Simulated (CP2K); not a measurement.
Runs of CP2K 2026.2 on Sb. The structure is trigonal, space group R-3m (No. 166). The conventional cell has a = 4.308 Å, b = 4.308 Å, c = 11.274 Å, α = 90.00°, β = 90.00°, γ = 120.00°. Sb (site symmetry 3m) has 3 Sb at 2.91 Å as nearest neighbours. 

```csv
task,level,potentials or basis,cell,k mesh,smearing,EPS_DEFAULT,k points reduced by the point group,NGRIDS,basis sets,potentials,gap on the mesh (eV),pressure (GPa),relaxed volume (Å³/atom),largest force (eV/Å)
band structure,PBEsol,POTENTIAL_UZH Sb GTH-PBE-q5; TZVP-MOLOPT-PBE-GTH basis,as given,8 × 8 × 8,fermi-dirac 0.0259 eV,1.0E-10,yes,5,Sb TZVP-MOLOPT-PBE-GTH-q5,Sb GTH-PBE-q5 of POTENTIAL_UZH,none,2.5,-,0.31
single point,PBEsol,POTENTIAL_UZH Sb GTH-PBE-q5; TZVP-MOLOPT-PBE-GTH basis,as given,8 × 8 × 8,fermi-dirac 0.05 eV,1.0E-10,yes,5,Sb TZVP-MOLOPT-PBE-GTH-q5,Sb GTH-PBE-q5 of POTENTIAL_UZH,none,2.5,-,(b)
relaxation of cell and atoms,LDA,GTH_POTENTIALS Sb GTH-PADE-q5; TZVP-MOLOPT-PBE-GTH basis,relaxed,6 × 6 × 6,fermi-dirac 0.01 eV,1.0E-9,-,5,Sb TZVP-MOLOPT-PBE-GTH-q5,Sb GTH-PADE-q5 of GTH_POTENTIALS,none,0.0,29.92,-
band structure,TPSS,POTENTIAL_UZH Sb GTH-PBE-q5; TZVP-MOLOPT-PBE-GTH basis,as given,8 × 8 × 8,fermi-dirac 0.05 eV,1.0E-10,yes,5,Sb TZVP-MOLOPT-PBE-GTH-q5,Sb GTH-PBE-q5 of POTENTIAL_UZH,none,4.1,-,0.16
relaxation of cell and atoms,PBEsol,POTENTIAL_UZH Sb GTH-PBE-q5; TZVP-MOLOPT-PBE-GTH basis,relaxed,6 × 6 × 6,fermi-dirac 0.01 eV,1.0E-9,-,4,Sb TZVP-MOLOPT-PBE-GTH-q5,Sb GTH-PBE-q5 of POTENTIAL_UZH,none,0.0,31.48,0.01
band structure,PBE,GTH_POTENTIALS Sb GTH-PBE-q5; DZVP-MOLOPT-SR-GTH basis,as given,8 × 8 × 8,fermi-dirac 0.05 eV,1.0E-10,yes,5,Sb DZVP-MOLOPT-SR-GTH-q5,Sb GTH-PBE-q5 of GTH_POTENTIALS,none,(a),-,0.19
relaxation of cell and atoms,PBE,POTENTIAL_UZH Sb GTH-PBE-q5; TZVP-MOLOPT-PBE-GTH basis,relaxed,6 × 6 × 6,fermi-dirac 0.0259 eV,1.0E-9,-,4,Sb TZVP-MOLOPT-PBE-GTH-q5,Sb GTH-PBE-q5 of POTENTIAL_UZH,none,0.0,32.68,-
band structure,TB-mBJ,POTENTIAL_UZH Sb GTH-PBE-q5; TZVP-MOLOPT-PBE-GTH basis,as given,8 × 8 × 8,fermi-dirac 0.05 eV,1.0E-10,yes,5,Sb TZVP-MOLOPT-PBE-GTH-q5,Sb GTH-PBE-q5 of POTENTIAL_UZH,none,-,-,-
```

Alike in all rows: no spin polarisation.

**Question.** Estimate the missing entries.

**Answer.** (a) 3.5; (b) 0.32.

Caveats: the basis of atomic orbitals isn't converged, which shifts pressures, moduli and gaps; the potentials were made for another functional, which shifts forces and pressure (some runs); the printed path begins after the first move (some runs); this is a model potential without an energy functional, so only levels have meaning (some runs).

A k mesh can miss the band edges, and the runs leave out spin-orbit coupling on Sb.

A gap of «none» marks a metal or a gap under the smearing width.

Not every run made on this cell is shown here.
